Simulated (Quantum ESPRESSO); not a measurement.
TePb in Quantum ESPRESSO: the effect of functional

TePb:

```xyz
2
Lattice="0.0000 3.2310 3.2310 3.2310 0.0000 3.2310 3.2310 3.2310 0.0000" Properties=species:S:1:pos:R:3 pbc="T T T"
Pb    0.0000    0.0000    0.0000
Te    3.2310    3.2310    3.2310
```

Alike in all runs:

```yaml
Program: Quantum ESPRESSO 7.5
Task: phonons
Cutoff: 612 eV
Density_cutoff: 4898 eV
k_mesh: 6 × 6 × 6, shifted
Occupations: fermi-dirac, width 0.05 eV
Spin: no spin polarisation
```

Each run relaxes the cell or the atoms first.

```tsv
functional	potentials or basis	relaxed volume (Å³/atom)	dielectric constant (mean)	highest phonon frequency (cm⁻¹)
LDA	GBRV 1.5 LDA	?	?	?
WC	GBRV 1.5 PBE	33.39	31.62	46
BLYP	GBRV 1.5 PBE	38.16	24.32	17
RPBE	GBRV 1.5 PBE	36.64	24.34	0
vdW-DF-cx	GBRV 1.5 PBE	33.61	30.02	47
```

Question: What does the run with functional LDA give?

Answer: Relaxed volume 32.33 Å³/atom; dielectric constant 34.20 mean; highest phonon frequency 48 cm⁻¹.

Caveats: the potentials were made for another functional, which shifts forces and pressure (some runs); some modes are imaginary (some runs).

Runs at the PBE level aren't shown here.
